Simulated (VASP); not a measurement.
Bi, 1 atom in the cell. It takes space group Im-3m (No. 229, cubic). The conventional cell has a = 3.709 Å, b = 3.709 Å, c = 3.709 Å, α = 90.00°, β = 90.00°, γ = 90.00°. Bi (site symmetry m-3m) has 8 Bi at 3.21 Å as nearest neighbours. This isn't the form of Bi at room conditions, which is rhombohedral.

| Quantity | Value |
| --- | --- |
| Program | VASP 6.6.1 |
| Task | single point |
| Functional | PBEsol |
| Dispersion | D3(BJ) |
| Potentials or basis | VASP PAW PBE potentials, release 64 (Bi_d) |
| Cutoff | 520 eV |
| k mesh | 16 × 16 × 16 |
| Occupations | gaussian, width 0.1 eV |
| Spin | no spin polarisation |
| Dipole correction | no |
| Further INCAR settings | ALGO = Fast; EDIFF = 1e-06; NBANDS = 14 |

Potentials or basis: VASP PAW PBE potentials, release 64 (Bi_d).

Command:

```bash
$ cat potpaw_PBE.64/Bi_d/POTCAR > POTCAR
$ mpirun -np 1 vasp_std > vasp.out
```

Hardware: 1 thread of Intel(R) Xeon(R) 6975P-C (Granite Rapids), on a shared host.

Problem. How long does it take, and how much memory?

Solution. Wall time 12 s on 1 thread of Intel(R) Xeon(R) 6975P-C (Granite Rapids) (shared host), peak memory 0.17 GiB. Counts: scf iterations 12, k points 145.
